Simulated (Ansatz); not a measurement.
A (001) slab of WSe2 (P-6m2 (No. 187)), 4 planes, outer planes W (top) and W (bottom), with 4 atoms (W2Se2) in a surface cell of A = 9.546 Å², as cut from the bulk:

```
CELL_PARAMETERS angstrom
3.32008 0.00000 0.00000
-1.66004 2.87528 0.00000
0.00000 0.00000 31.65424
ATOMIC_POSITIONS crystal
W 0.00000 0.00000 0.23694
Se 0.33333 0.66667 0.28996
Se 0.33333 0.66667 0.71004
W 0.00000 0.00000 0.76306
```

Theory: Ansatz, DFT PBE, scalar-relativistic, plane waves, PAW. Plane waves to 420 eV, a k mesh through Γ of 9×9×1 on the computed 4-atom cell and Gaussian smearing (0.05 eV); no spin polarisation.

The relaxed slab holds 1 formula units of WSe$_{2}$ and 1 further W. Against those formula units in the bulk and the further W in its standard state it lies 5.245 eV higher. The formation energy of WSe$_{2}$ from the standard states is -1.676 eV a formula unit (uncorrected, no zero-point or thermal terms).

Problem. Over what range can the chemical potential of W vary, and what is the surface energy at both ends?

Solution. In contact with the bulk, μ(W) + 2μ(Se) is fixed. With Δμ counted from the standard states, Δμ(W) ≤ 0 keeps elemental W from forming, and Δμ(Se) ≤ 0 requires Δμ(W) ≥ ΔH = -1.676 eV. Other compounds of W and Se can narrow this range. Then γ, the mean of both faces, = [5.245 eV − 1.00·Δμ(W)]/(2A). At the W-rich end (Δμ = 0): 5.245/(2 × 9.546) × 16.02 = 4.40 J/m². At the W-poor end: (5.245 + 1.676)/(2 × 9.546) × 16.02 = 5.81 J/m².

Problem. How does its energy depend on growth conditions?

Solution. It carries an excess of W, so its energy falls by 0.84 J/m² for each eV that μ(W) rises: W-rich conditions lower it; whether it appears depends on the other terminations.

Each cell of WSe2 holds layers, and where no dispersion correction was added their binding is poorly described.

The reference crystal is a form of WSe2, which isn't its usual structure.